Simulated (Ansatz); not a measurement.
# Cr (P6_3/mmc) in Ansatz: a series of runs

One crystal, Cr, is run at these levels: PBE, PBEsol+D4; tasks: single point, relaxation of cell and atoms.

Program: Ansatz 0.2.0. These are calculated values, not measurements. Logs are shortened: lines on timing, memory, paths and dates and some standing lists are left out, and cuts for length are marked.

**1. The crystal as given**

Symmetry: P6_3/mmc, No. 194, hexagonal system. The conventional cell has a = 2.714 Å, b = 2.714 Å, c = 4.410 Å, α = 90.00°, β = 90.00°, γ = 120.00°. Cr (site symmetry -6m2) is surrounded by 12 Cr at 2.71 Å.

This isn't the form of Cr at room conditions, which is bcc.

**2. Single point, PBE, collinear spin, ferromagnetic start**

input.yaml

```yaml
crystal:
  lattice:
    - [2.714, 0.0, 0.0]
    - [-1.357, 2.3503929459, 0.0]
    - [0.0, 0.0, 4.41]
  atoms:
    - { symbol: Cr, position: [0.6666666667, 0.3333333333, 0.75], spin: 3.0 }
    - { symbol: Cr, position: [0.3333333333, 0.6666666667, 0.25], spin: 3.0 }
hamiltonian:
  xc: pbe
  pseudopotentials: { kind: paw }
magnetization:
  spin_polarized: true
kpoints:
  mp_grid: { grid: [11, 11, 6] }
scf:
  occupations: { method: gaussian, width: 0.025 }
output:
  forces: true
  stress: true
  eigenvalues: true
```

Potentials or basis: Ansatz PAW.

Run with:

```
$ ansatz run input.yaml --threads 2 --pin off --max-ram 5632MiB --backend cpu --events-out ev --progress --plain --runs-dir out
```

The log of the run:

```text
Warning: RAYON_NUM_THREADS=2 ignored (pool sized by the plan → 2); use --threads N
Engine: ansatz 0.2.0, x86_64-unknown-linux-gnu
Pseudopotentials: kind: paw
Pseudopotential: Cr, paw, valence charge 14, recommended cutoff 420 eV (normal), Cr.paw.azcp
Functional definition: PBE
  parameter kappa = 0.804
  parameter beta = 0.06672455060314922
  exchange = pbe_x(kappa = kappa, mu = beta*pi^2/3)
  correlation = pbe_c(beta = beta)
Crystal: 2 atoms, lattice volume = 28.131 Å³
Basis set: ecut = 420 eV, 549 PW (Γ), exchange–correlation on 40×40×60 points (8 copies of the dense FFT grid, shifted against one another)
Bands: 21, of which v1, the nominal top of the filled ones, is band 14 counted from 1 (13 counted from 0)
Symmetry: 24 space group operations
Space group: P63/mmc (ITA 194), of the structure as read, at distance tolerance 3.0e-5 Å
Magnetic group: BNS 194.263 (UNI 1493), of the structure as read, at distance tolerance 3.0e-5 Å
k-points: 64 of 726
Non-local potential: Cr, projectors of the file, l = 0: 3, l = 1: 2, l = 2: 3, l = 3: 1
PAW form: soft (Blöchl's): semilocal exchange-correlation on the pseudo side does not see the compensation charge
PAW one-centre angular grid: Cr, 590 points (default); XC on 64 Gauss nodes
Initial density: superposition of atomic densities (chi_scale 0.1, normalization cell)
Starting moments: Σ|m| = 6 μB on 2 of 2 sites
Initial wavefunctions: pseudopotential atomic-orbital guess
Functional: x = pbe(κ = 0.804, μ = 0.2195149727645171), c = pbe(β = 0.06672455060314922)
SCF iter   1: F=—  HF=-6758.204242 eV  |F-HF|=—  |Δ(HF+E_count)|=         —  Δρ=2.44e-1 (↑2.44e-1 ↓7.91e-2)  dr2=1.04e1  dr2_m=5.82e0  M=2.037 μB ∫|m|=2.037 μB  β_m=0.30  ethr=3.10e-3  ⟨swp⟩=3.3  Hψ=9455  notcnv=0
Mixer restart at iter 1: flushing history
preconditioner: auto → none  [metal: Δε(μ)=0.011 eV  Ē_g=5.592 eV  σ=0.025 eV  W_gap=0.24  n_scr=8 (ndim 8)  ℏωp=24.3 eV  f_vac=0.000  D(μ)=2.90/eV (n_scr^D=36)  sad-step TF]
SCF iter   2: F=—  HF=-6755.292574 eV  |F-HF|=—  |Δ(HF+E_count)|=    2.91e0  Δρ=1.39e-1 (↑1.39e-1 ↓5.87e-2)  dr2=3.05e0  dr2_m=2.21e0  M=2.249 μB ∫|m|=2.249 μB  β_m=0.49  ethr=3.10e-3  ⟨swp⟩=2.0  Hψ=5988  notcnv=0  defer=154
SCF iter   3: F=—  HF=-6754.158151 eV  |F-HF|=—  |Δ(HF+E_count)|=    1.13e0  Δρ=2.75e-2 (↑2.75e-2 ↓2.04e-2)  dr2=1.10e-1  dr2_m=1.22e-1  M=2.250 μB ∫|m|=2.250 μB  β_m=0.64  ethr=3.10e-3  ⟨swp⟩=2.8  Hψ=5213  notcnv=0  defer=152
SCF iter   4: F=—  HF=-6754.128003 eV  |F-HF|=—  |Δ(HF+E_count)|=   3.01e-2  Δρ=5.93e-3 (↑2.41e-3 ↓5.93e-3)  dr2=1.03e-2  dr2_m=2.32e-3  M=2.064 μB ∫|m|=2.066 μB  β_m=0.82  ethr=3.94e-4  ⟨swp⟩=2.0  Hψ=5077  notcnv=0  defer=156
SCF iter   5: F=—  HF=-6754.148434 eV  |F-HF|=—  |Δ(HF+E_count)|=         —  Δρ=1.25e-2 (↑1.25e-2 ↓1.01e-2)  dr2=1.39e-3  dr2_m=3.30e-2  M=1.762 μB ∫|m|=1.764 μB  β_m=0.82  ethr=3.67e-5  ⟨swp⟩=2.5  Hψ=4774  notcnv=0  defer=156
Mixer restart at iter 5: flushing history
SCF iter   6: F=—  HF=-6754.145749 eV  |F-HF|=—  |Δ(HF+E_count)|=   2.68e-3  Δρ=5.04e-3 (↑1.40e-3 ↓5.04e-3)  dr2=6.12e-3  dr2_m=1.67e-3  M=1.749 μB ∫|m|=1.751 μB  β_m=0.89  ethr=4.97e-6  ⟨swp⟩=2.0  Hψ=5224  notcnv=0  defer=156
SCF iter   7: F=—  HF=-6754.150298 eV  |F-HF|=—  |Δ(HF+E_count)|=   4.55e-3  Δρ=6.16e-3 (↑6.16e-3 ↓3.53e-3)  dr2=1.93e-2  dr2_m=5.42e-4  M=1.730 μB ∫|m|=1.733 μB  β_m=0.65  ethr=4.97e-6  ⟨swp⟩=2.6  Hψ=5392  notcnv=0  defer=156  recentre
SCF iter   8: F=—  HF=-6754.144232 eV  |F-HF|=—  |Δ(HF+E_count)|=   6.07e-3  Δρ=2.90e-4 (↑1.92e-4 ↓2.90e-4)  dr2=1.57e-6  dr2_m=1.41e-5  M=1.741 μB ∫|m|=1.743 μB  β_m=0.83  ethr=4.97e-6  ⟨swp⟩=2.0  Hψ=5712  notcnv=0  defer=157
SCF iter   9: F=—  HF=-6754.144249 eV  |F-HF|=—  |Δ(HF+E_count)|=   1.71e-5  Δρ=2.06e-4 (↑1.84e-4 ↓2.06e-4)  dr2=1.02e-6  dr2_m=9.17e-6  M=1.742 μB ∫|m|=1.744 μB  β_m=0.73  ethr=5.61e-9  ⟨swp⟩=2.0  Hψ=4597  notcnv=0  defer=157
SCF iter  10: F=—  HF=-6754.144248 eV  |F-HF|=—  |Δ(HF+E_count)|=   4.93e-7  Δρ=4.86e-5 (↑4.86e-5 ↓4.47e-5)  dr2=5.13e-8  dr2_m=5.01e-7  M=1.742 μB ∫|m|=1.744 μB  β_m=0.87  ethr=3.63e-9  ⟨swp⟩=2.5  Hψ=4205  notcnv=0  defer=157
SCF iter  11: F=—  HF=-6754.144248 eV  |F-HF|=—  |Δ(HF+E_count)|=   9.55e-8  Δρ=5.66e-6 (↑5.66e-6 ↓5.10e-6)  dr2=5.10e-9  dr2_m=4.59e-9  M=1.742 μB ∫|m|=1.744 μB  β_m=0.86  ethr=1.83e-10  ⟨swp⟩=2.0  Hψ=4481  notcnv=0  defer=157
SCF iter  12: F=-6754.144248 eV  HF=-6754.144248 eV  |F-HF|=8.73e-11  |Δ(HF+E_count)|=   6.54e-9  Δρ=8.84e-7 (↑5.35e-7 ↓8.84e-7)  dr2=9.09e-11  dr2_m=7.95e-11  M=1.742 μB ∫|m|=1.744 μB  ethr=1.82e-11  ⟨swp⟩=5.1  Hψ=9946  notcnv=0
SCF 1 converged in 12 iterations: F = -6754.144248 eV  dr2 = 9.09e-11
Symmetry: 12 space group operations
k-points: 64 of 726 (time reversal used)
Initial density: read from a saved state, or passed on in memory by an earlier SCF of this step, an earlier step, the calling program or the single point that the run made first
Starting moments: Σ|m| = 6 μB on 2 of 2 sites; this step starts from the density that it was given
Initial wavefunctions: those read from a saved state, or passed on in memory by an earlier step or the calling program
iter 1 solved again at ethr=1.00e-12 eV; its pass at ethr=3.57e-6 eV (dr2=9.09e-11 eV) is discarded
SCF iter   1: F=—  HF=-6754.144248 eV  |F-HF|=—  |Δ(HF+E_count)|=         —  Δρ=8.86e-7 (↑5.35e-7 ↓8.86e-7)  dr2=9.09e-11  dr2_m=7.98e-11  M=1.742 μB ∫|m|=1.744 μB  ethr=1.00e-12  ⟨swp⟩=1.0  Hψ=13454  notcnv=0
preconditioner: auto → none  [metal: Δε(μ)=0.011 eV  Ē_g=4.793 eV  σ=0.025 eV  W_gap=0.25  n_scr=8 (ndim 8)  ℏωp=24.3 eV  f_vac=0.000  D(μ)=3.37/eV (n_scr^D=42)]
SCF iter   2: F=—  HF=-6754.350465 eV  |F-HF|=—  |Δ(HF+E_count)|=   2.06e-1  Δρ=7.74e-2 (↑7.74e-2 ↓3.99e-2)  dr2=5.51e0  dr2_m=1.56e-1  M=1.797 μB ∫|m|=2.154 μB  ethr=3.57e-6  ⟨swp⟩=1.0  Hψ=12880  notcnv=0
SCF iter   3: F=—  HF=-6754.143646 eV  |F-HF|=—  |Δ(HF+E_count)|=   2.07e-1  Δρ=2.49e-3 (↑2.49e-3 ↓2.22e-3)  dr2=1.22e-3  dr2_m=1.07e-3  M=2.004 μB ∫|m|=2.074 μB  ethr=3.57e-6  ⟨swp⟩=1.0  Hψ=8647  notcnv=0
SCF iter   4: F=—  HF=-6754.144286 eV  |F-HF|=—  |Δ(HF+E_count)|=   6.39e-4  Δρ=7.56e-5 (↑7.56e-5 ↓2.94e-5)  dr2=2.11e-6  dr2_m=3.92e-7  M=1.965 μB ∫|m|=1.982 μB  ethr=3.57e-6  ⟨swp⟩=1.0  Hψ=6987  notcnv=0
an SCF along what the orbitals of the run's state read of its open shells (or to have them read: on a GPU, or by another smearing), with 12 of the crystal's symmetry operations given up, reached no lower state that the run goes on to. This is no proof of a minimum
SCF converged after 12 iterations
Magnetization: 1.7423 μB (14.8712 up, 13.1288 down)
Absolute magnetization: 1.7442 μB (∫|ρ↑−ρ↓|, with the PAW one-centre terms)
Spin contamination: 0.0048 ħ² per cell (⟨S²⟩ above its minimum at these occupations)
Per-site moments (μB) at R_I (Å): [(0.8015721754335746, 1.1158327308725133), (0.801572175433575, 1.1158327308725133)]
Free energy (F): -6754.144248 eV
Harris-Foulkes:  -6754.144248 eV  (|F-HF|=8.73e-11)
Internal energy: -6754.143194 eV  (E = F + TS)
E sigma→0 (E₀):  -6754.143721 eV
Entropy (-TS):   -0.001054 eV (-0.527 meV/atom)
Fermi energy:    15.266625 eV
--- Per-component energies (eV) ---
  E_band       = -392.826728
  E_kinetic    = 678.688120
  E_local      = -2696.303056  (includes V_loc(G=0)·N_el)
  E_nonlocal   = 157.185253
  E_hartree    = 1148.712033
  E_xc         = -276.584483
  E_vxc        = -352.559788  (∫ρ·V_xc dr)
  E_paw        = -2389.019880  (= ΣΔE_a)
  E_vpaw       = -477.262024  (= ΣTr[D̂ρ^β])
  E_aug_tail   = 0.000784  (compensation charges beyond the density's cutoff)
  E_ewald      = -3376.821965
  E_smearing   = -0.001054  (= −TS)
  E_closure    = 0.000000  (closes the sum)
  Σ components = -6754.144248   (vs F -6754.144248, Δ=0.00e0)
--- Forces (eV/Å), atoms counted from 1 ---
  atom   1  Cr     0.00000000     0.00000000     0.00000000
  atom   2  Cr     0.00000000    -0.00000000     0.00000000
  max |Σ_I F_I| component: 1.85e-17 eV/Å
--- Stress (GPa, compression-positive) ---
      -26.886859       0.000000       0.000000
        0.000000     -26.886859       0.000000
        0.000000       0.000000     -22.941855
  P = ⅓ Tr σ = -25.5719 GPa (-255.719 kbar)
--- Band table (eV; the first three rows and the last of 128) ---
  k-point 0 ↑: bands = ["-56.6647", "-56.5765", "-28.1354", "-27.8033", "-27.8033", "-27.7368", "-27.7368", "-27.6471", "8.0836", "11.6727", "14.5894", "14.5894", "14.6411", "14.9579", "14.9579", "15.4257", "15.4257", "15.6413", "16.6680", "16.6680", "22.5363"]
  k-point 1 ↑: bands = ["-56.6588", "-56.5825", "-28.1034", "-27.7989", "-27.7989", "-27.7413", "-27.7413", "-27.6806", "8.3277", "11.5624", "14.5269", "14.5269", "14.5516", "14.8750", "14.8750", "15.0655", "15.6021", "15.6021", "16.6521", "16.6521", "23.6205"]
  k-point 2 ↑: bands = ["-56.6427", "-56.5987", "-28.0156", "-27.7867", "-27.7867", "-27.7715", "-27.7535", "-27.7535", "9.0243", "11.0398", "14.2995", "14.3320", "14.4735", "14.4735", "14.6935", "14.6935", "15.9641", "15.9641", "16.5548", "16.5548", "26.0605"]
  k-point 63 ↓: bands = ["-55.7322", "-55.7322", "-27.2938", "-27.2938", "-27.1651", "-27.1651", "-26.9813", "-26.9813", "13.3717", "13.3717", "14.0374", "14.0374", "14.5449", "14.5449", "16.1781", "16.1781", "17.4986", "17.4986", "21.4824", "21.4824", "23.8289"]
```

Wall time 30 s (2 threads of Intel Xeon at 2.50GHz (Skylake/Cascade Lake), shared host); peak memory 0.52 GiB.

Results:

```
Free energy            : -6754.1442 eV
Pressure               : -25.6 GPa
Band gap on the k mesh : none (metal or under the smearing width)
Net moment             : 1.74 μB per cell
Absolute moment        : 1.74 μB per cell
Site moments           : Cr +0.80 μB
```

Stress tensor (GPa, compression positive):
```
-26.89   0.00   0.00
  0.00 -26.89   0.00
  0.00   0.00 -22.94
```

Levels at points of the mesh, in eV from the Fermi level:
Spin up:
| k point | band 11 | band 12 | band 13 | band 14 | band 15 | band 16 | band 17 | band 18 | band 19 | band 20 |
| --- | --- | --- | --- | --- | --- | --- | --- | --- | --- | --- |
| (0.00, 0.00, 0.00) | -0.68 | -0.68 | -0.63 | -0.31 | -0.31 | 0.16 | 0.16 | 0.37 | 1.40 | 1.40 |
| (0.00, 0.00, -0.50) | -1.13 | -1.13 | -0.73 | -0.73 | -0.73 | -0.73 | 1.05 | 1.05 | 1.05 | 1.05 |
Spin down:
| k point | band 9 | band 10 | band 11 | band 12 | band 13 | band 14 | band 15 | band 16 | band 17 | band 18 |
| --- | --- | --- | --- | --- | --- | --- | --- | --- | --- | --- |
| (0.00, 0.00, 0.00) | -6.88 | -3.12 | -0.01 | 0.07 | 0.07 | 0.46 | 0.46 | 0.62 | 0.95 | 0.95 |
| (0.00, 0.00, -0.50) | -4.90 | -4.90 | -0.58 | -0.58 | 0.02 | 0.02 | 0.02 | 0.02 | 1.87 | 1.87 |

Caveat: so large a pressure means that the cell lies far from this level's equilibrium, or that cutoff or potentials fall short.

**3. Single point, PBE, collinear spin, ferromagnetic start**

Changes to input.yaml since step 2:

```diff
@@ -16,3 +16,3 @@
 scf:
-  occupations: { method: gaussian, width: 0.025 }
+  occupations: { method: gaussian, width: 0.026 }
 output:
```

Potentials or basis: Ansatz PAW.

Run with:

```
$ ansatz run input.yaml --threads 2 --pin off --max-ram 5632MiB --backend cpu --events-out ev --progress --plain --runs-dir out
```

Wall time 29 s (2 threads of Intel Xeon at 2.50GHz (Skylake/Cascade Lake), shared host); peak memory 0.53 GiB.

The run converged. Its results:

```
Free energy            : -6754.1443 eV
Pressure               : -25.6 GPa
Band gap on the k mesh : none (metal or under the smearing width)
Net moment             : 1.74 μB per cell
Absolute moment        : 1.74 μB per cell
Site moments           : Cr +0.80 μB
```

Stress tensor (GPa, compression positive):
```
-26.89   0.00   0.00
  0.00 -26.89   0.00
  0.00   0.00 -22.94
```

Levels at points of the mesh, in eV from the Fermi level:
Spin up:
```tsv
k point	band 13	band 14	band 15	band 16	band 17	band 18
(0.00, 0.00, 0.00)	-0.63	-0.31	-0.31	0.16	0.16	0.37
(0.00, 0.00, -0.50)	-0.73	-0.73	-0.73	-0.73	1.05	1.05
```
Spin down:
| k point | band 10 | band 11 | band 12 | band 13 | band 14 | band 15 | band 16 | band 17 |
| --- | --- | --- | --- | --- | --- | --- | --- | --- |
| (0.00, 0.00, 0.00) | -3.12 | -0.01 | 0.07 | 0.07 | 0.46 | 0.46 | 0.62 | 0.95 |
| (0.00, 0.00, -0.50) | -4.90 | -0.58 | -0.58 | 0.02 | 0.02 | 0.02 | 0.02 | 1.87 |

Caveat: so large a pressure means that the cell lies far from this level's equilibrium, or that cutoff or potentials fall short.

**4. Relaxation of cell and atoms, PBEsol+D4, collinear spin, ferromagnetic start**

Changes to input.yaml since step 3:

```diff
@@ -9,4 +9,5 @@
 hamiltonian:
-  xc: pbe
+  xc: pbesol
   pseudopotentials: { kind: paw }
+  dispersion: d4
 magnetization:
@@ -16,3 +17,3 @@
 scf:
-  occupations: { method: gaussian, width: 0.026 }
+  occupations: { method: fermi_dirac, width: 0.05 }
 output:
@@ -21 +22,5 @@
   eigenvalues: true
+relax:
+  f_tol: 0.01
+  max_steps: 40
+  cell: { stress_tol: 0.05 }
```

Run with:

```
$ ansatz run input.yaml --threads 2 --pin off --max-ram 5632MiB --backend cpu --events-out ev --progress --plain --runs-dir out
```

Run time: 49 s. Hardware: 2 threads of Intel Xeon at 2.50GHz (Skylake/Cascade Lake), shared host; peak memory 0.38 GiB.

Results (log left out):

* Free energy: -6698.0868 eV
* Relaxed volume: 11.34 Å³/atom
* Relaxed cell: a = 2.445 Å, b = 2.445 Å, c = 4.379 Å, α = 90.00°, β = 90.00°, γ = 120.00°
* Space group after relaxing (to 0.05 Å): P6_3/mmc (No. 194)
* Energy gained by relaxing: 419.2 meV/atom
* Ionic steps: 7
* Pressure after relaxing: 0.0 GPa
* Band gap on the k mesh: none (metal or under the smearing width)
* Net moment: 0.00 μB per cell
* Absolute moment: 0.00 μB per cell

The path:
```csv
step,energy change (eV),largest force (eV/Å),volume (Å³)
1,0.0000,0.0000,28.13
2,-0.6498,0.0000,24.43
3,-0.8045,0.0000,21.95
4,-0.8341,0.0000,22.47
5,-0.8404,0.0000,22.71
6,-0.8404,0.0000,22.67
7,-0.8384,0.0000,22.67
```

Final structure:
```yaml
crystal:
  lattice:
    - [2.44526, 0.00000, 0.00000]
    - [-1.22263, 2.11766, 0.00000]
    - [0.00000, 0.00000, 4.37875]
  atoms:
    - { symbol: Cr, position: [0.66667, 0.33333, 0.75000] }
    - { symbol: Cr, position: [0.33333, 0.66667, 0.25000] }
```

Levels at points of the mesh, in eV from the Fermi level:
Spin up:
```csv
k point,band 12,band 13,band 14,band 15,band 16,band 17
"(0.00, 0.00, 0.00)",-0.39,-0.39,-0.24,-0.03,-0.03,1.13
"(0.00, 0.00, -0.50)",-1.72,-0.36,-0.36,-0.36,-0.36,1.92
```
Spin down:
```tsv
k point	band 12	band 13	band 14	band 15	band 16	band 17
(0.00, 0.00, 0.00)	-0.39	-0.39	-0.24	-0.03	-0.03	1.13
(0.00, 0.00, -0.50)	-1.72	-0.36	-0.36	-0.36	-0.36	1.92
```

Caveat: the volume moved by over 15 % at a fixed basis, so the end points are rough; the starting moments collapsed, and a magnetic state may lie lower; the plane-wave basis is chosen anew once the cell has moved, so the energies of steps on either side of that aren't comparable; the volume moved by -19 % from the deposited cell, more than functionals usually miss; pairwise dispersion overbinds metals, which lowers pressure and volume; the PAW data sets come from PBE, with cores solved anew for the run's functional, which leaves a small shift of forces and pressure; the starting moments weren't kept.
